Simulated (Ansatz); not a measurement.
# NaH: strain and displacement

```xyz
2
Lattice="0.0000 2.4400 2.4400 2.4400 0.0000 2.4400 2.4400 2.4400 0.0000" Properties=species:S:1:pos:R:3 pbc="T T T"
Na    0.0000    0.0000    0.0000
H     2.4400    2.4400    2.4400
```

Atoms are numbered in the order listed.

The cell is COD entry 9008680, as deposited and not checked against the literature; nothing was relaxed.

Theory: DFT, PBEsol, all-electron PAW with datasets made for the crystal, scalar-relativistic (Ansatz 0.2.0).

The runs use a Γ-centred 9×9×9 k mesh, Fermi–Dirac smearing of 0.03 eV, cutoff 160 eV (chosen by the program for this cell), no spin polarisation.

The unchanged cell is at -1.19 GPa.

Semilocal functionals give too small gaps.

x, y and z are the Cartesian axes of the cell as listed; fractional coordinates follow a strain, and an engineering shear is twice the off-diagonal strain component.

Vzz stands for the principal value of largest size of the field-gradient tensor, whatever its axis.

(1) One change gave: energy change +1 meV/atom; stress change (xx, yy, zz, yz, xz, xy) 0.00, 0.00, 0.00, -0.45, -0.45, -0.45 GPa, compression positive; Vzz in 10²¹ V/m²: Na1 0 → -0.11 (η = 0.00), H2 0 → 0.01 (η = 0.00); gap on the k mesh 3.82 → 3.63 eV. Which change was it?
A. equal xy, yz and zx engineering shear strains of -2 %
B. equal xy, yz and zx engineering shear strains of -1 %
C. equal xy, yz and zx engineering shear strains of +2 %
D. equal xy, yz and zx engineering shear strains of +1 %

Answers

(1) C. For equal xy, yz and zx engineering shear strains of -2 %: energy change +1 meV/atom; stress change (xx, yy, zz, yz, xz, xy) 0.00, 0.00, 0.00, 0.41, 0.41, 0.41 GPa, compression positive; Vzz in 10²¹ V/m²: Na1 0 → 0.11 (η = 0.00), H2 0 → -0.01 (η = 0.00); gap on the k mesh 3.82 → 3.75 eV. For equal xy, yz and zx engineering shear strains of -1 %: energy change under 1 meV/atom; stress change (xx, yy, zz, yz, xz, xy) 0.00, 0.00, 0.00, 0.21, 0.21, 0.21 GPa, compression positive; Vzz in 10²¹ V/m²: Na1 0 → 0.05 (η = 0.00), H2 0 → 0.00 (η = 0.00); gap on the k mesh 3.82 → 3.79 eV. For equal xy, yz and zx engineering shear strains of +1 %: energy change under 1 meV/atom; stress change (xx, yy, zz, yz, xz, xy) 0.00, 0.00, 0.00, -0.22, -0.22, -0.22 GPa, compression positive; Vzz in 10²¹ V/m²: Na1 0 → -0.05 (η = 0.00), H2 0 → 0.00 (η = 0.00); gap on the k mesh 3.82 → 3.73 eV.
